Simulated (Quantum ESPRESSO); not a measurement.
Ta, 1 atom in the cell. The structure is cubic, space group Im-3m (No. 229). Conventional cell: a = 3.303 Å, b = 3.303 Å, c = 3.303 Å, α = 90.00°, β = 90.00°, γ = 90.00°. Ta (site symmetry m-3m) is surrounded by 8 Ta at 2.86 Å. 

* Program: Quantum ESPRESSO 7.5
* Task: phonon dispersion
* Functional: PBE
* Potentials or basis: PseudoDojo 0.4.1 SR PBE standard
* Cutoff: 789 eV
* Density cutoff: 3157 eV
* k mesh: 12 × 12 × 12
* Occupations: cold, width 0.2 eV
* Spin: no spin polarisation
* Mixing beta: 0.5
* Most SCF iterations: 120
* SCF threshold: 2e-10 Ry
* q mesh: 2 × 2 × 2

Potentials or basis: PseudoDojo 0.4.1 SR PBE standard.

Command:

```console
$ OMP_NUM_THREADS=1 pw.x -in pw.in > pw.out
$ OMP_NUM_THREADS=1 pw.x -in relax.in > relax.out
$ OMP_NUM_THREADS=1 pw.x -in scf2.in > scf2.out
$ OMP_NUM_THREADS=1 ph.x -in ph.in > ph.out
$ OMP_NUM_THREADS=1 q2r.x -in q2r.in > q2r.out
$ OMP_NUM_THREADS=1 matdyn.x -in matdyn.in > matdyn.out
$ OMP_NUM_THREADS=1 matdyn.x -in matdyn_dos.in > matdyn_dos.out
$ OMP_NUM_THREADS=1 matdyn.x -in matdyn_mesh.in > matdyn_mesh.out
```

Hardware: 1 thread of Intel(R) Xeon(R) Platinum 8259CL CPU @ 2.50GHz (Skylake/Cascade Lake), on a shared host.

Task: How long does it take, and how much memory?

Result: Wall time 11 min on 1 thread of Intel(R) Xeon(R) Platinum 8259CL CPU @ 2.50GHz (Skylake/Cascade Lake), with other jobs on the host, peak memory 0.09 GiB. Counts: scf iterations 32, k pools 1, bands 12, ion steps 3, k points 72, g dense 7155.
